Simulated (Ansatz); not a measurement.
# TePb (zincblende type): the cost of one run

Computed with Ansatz 0.2.0 (DFT PBE, with the methods named in each step, unless a step's input says otherwise).

**1. The structure to begin with**

Symmetry: F-43m, No. 216, cubic system. Conventional cell: a = 7.335 Å, b = 7.335 Å, c = 7.335 Å, α = 90.00°, β = 90.00°, γ = 90.00°. Around Pb (site symmetry -43m) lie 4 Te at 3.18 Å. Around Te (site symmetry -43m) lie 4 Pb at 3.18 Å.

As a file:

```xyz
2
Lattice="0.0000 3.6677 3.6677 3.6677 0.0000 3.6677 3.6677 3.6677 0.0000" Properties=species:S:1:pos:R:3 pbc="T T T"
Pb    0.0000    0.0000    0.0000
Te    1.8339    1.8339    1.8339
```

Whether this phase is the stable one at these pressures isn't tested.

Atoms are numbered in the order of the input: Pb1, Te2.

**2. The reference volume, LAPW**

input.yaml reads:

```yaml
crystal:
  lattice:
    - [0.0, 3.6677496026, 3.6677496026]
    - [3.6677496026, 0.0, 3.6677496026]
    - [3.6677496026, 3.6677496026, 0.0]
  atoms:
    - { symbol: Pb, position: [0.0, 0.0, 0.0] }
    - { symbol: Te, position: [0.25, 0.25, 0.25] }
kpoints:
  mp_grid: { grid: [12, 12, 12] }
  band_path:
    path:
      - [0.0, 0.0, 0.0]
      - [-0.5, -0.5, 0.0]
      - [-0.375, -0.375, 0.25]
      - [-0.375, 0.0, 0.375]
      - [0.0, 0.0, 0.0]
      - [0.0, 0.0, 0.5]
      - [-0.5, -0.25, 0.25]
      - [-0.5, -0.5, 0.0]
    npoints: 14
scf:
  occupations: { method: fermi_dirac, width: 0.1 }
hamiltonian:
  xc: pbe
  pseudopotentials: { kind: all_electron, lapw: { basis_error: 0.001 } }
output:
  forces: true
  stress: true
  eigenvalues: true
  populations: true
  dos: { projected: true, de: 0.2, e_range: [-14, 8] }
```

The run is started by

```sh
$ ansatz run input.yaml --threads 1 --pin off --max-ram 2048MiB --backend cpu --events-out ev --progress --plain --runs-dir out
```

**Question.** How long does this run take on 1 thread of Intel Xeon Platinum 8259CL at 2.50GHz (Skylake/Cascade Lake), shared host, and how much memory does it need?

About 67 s, with a peak of 0.48 GiB.
